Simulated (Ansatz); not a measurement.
# Energy landscape near a Ba structure

Computed with DFT PBE, scalar-relativistic, plane waves, PAW (Ansatz).

Cutoff 420 eV; k points 10×10×10 on the computed 1-atom cell (Γ-centred); Gaussian smearing, width 0.10 eV; no spin polarisation.

Reference cell:

```yaml
crystal:
  lattice:
    - [3.91772, 0.00000, 0.00000]
    - [0.00000, 3.91772, 0.00000]
    - [0.00000, 0.00000, 3.91772]
  atoms:
    - { symbol: Ba, position: [0.00000, 0.00000, 0.00000] }
```

Each variant moves atoms of this cell by the vectors given, if any (Å), and then applies a symmetric strain (tensor components, Cartesian axes). The reference cell isn't relaxed at this level. Energies are per atom at zero smearing, counted from the lowest variant. Pressure is positive in compression.

1. strain (xx yy zz yz xz xy, %) -5.66 -0.32 -4.16 0.00 6.00 0.00
2. strain (xx yy zz yz xz xy, %) 5.25 4.53 3.39 0.00 0.80 0.00
3. strain (xx yy zz yz xz xy, %) 0.44 0.44 -1.73 -1.63 -1.63 6.00

| variant | ΔE (meV/atom) | P (GPa) | gap on mesh (eV) | space group |
| --- | --- | --- | --- | --- |
| 1 | 36.6 | 1.27 | 0 | P2/m |
| 2 | 28.2 | -0.62 | 0.01 | P2/m |
| 3 | 0.0 | 0.30 | 0 | C2/m |

Spin-orbit coupling is left out, which matters for the bands of heavy elements.

This simple cubic form isn't the element's structure at ambient conditions.